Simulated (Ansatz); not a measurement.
The system is Ru.

```
CELL_PARAMETERS angstrom
2.70580 0.00000 0.00000
-1.35290 2.34329 0.00000
0.00000 0.00000 4.28190
ATOMIC_POSITIONS crystal
Ru 0.66667 0.33333 0.75000
Ru 0.33333 0.66667 0.25000
```

```yaml
Program: Ansatz 0.2.0
Task: relaxation of cell and atoms
Functional: revPBE
Dispersion: D3(BJ)
Potentials_or_basis: all-electron LAPW, scalar-relativistic
Basis_error_allowed: 0.001 eV/atom
k_mesh: 11 × 11 × 6
Occupations: fermi-dirac, width 0.05 eV
Spin: no spin polarisation
```

At the start: volume 13.57 Å³/atom.

Problem. Where does the relaxation end?

Solution. Over 4 steps the energy falls by 6.4 meV/atom and the volume is 13.28 Å³/atom (-2.1 %); space group P6_3/mmc (No. 194, to 0.05 Å).

Step by step:
```csv
step,energy change (eV),largest force (eV/Å),volume (Å³)
1,0.0000,0.0000,27.15
2,-0.0129,0.0000,26.60
3,-0.0129,0.0000,26.57
4,-0.0129,0.0000,26.57
```

Final structure:
```cif
data_structure
_symmetry_space_group_name_H-M 'P 1'
_symmetry_Int_Tables_number 1
_cell_length_a 2.6855
_cell_length_b 2.6855
_cell_length_c 4.2538
_cell_angle_alpha 90.000
_cell_angle_beta 90.000
_cell_angle_gamma 120.000
_cell_volume 26.57
loop_
_atom_site_label
_atom_site_type_symbol
_atom_site_fract_x
_atom_site_fract_y
_atom_site_fract_z
_atom_site_occupancy
Ru1 Ru 0.66667 0.33333 0.75000 1
Ru2 Ru 0.33333 0.66667 0.25000 1
```
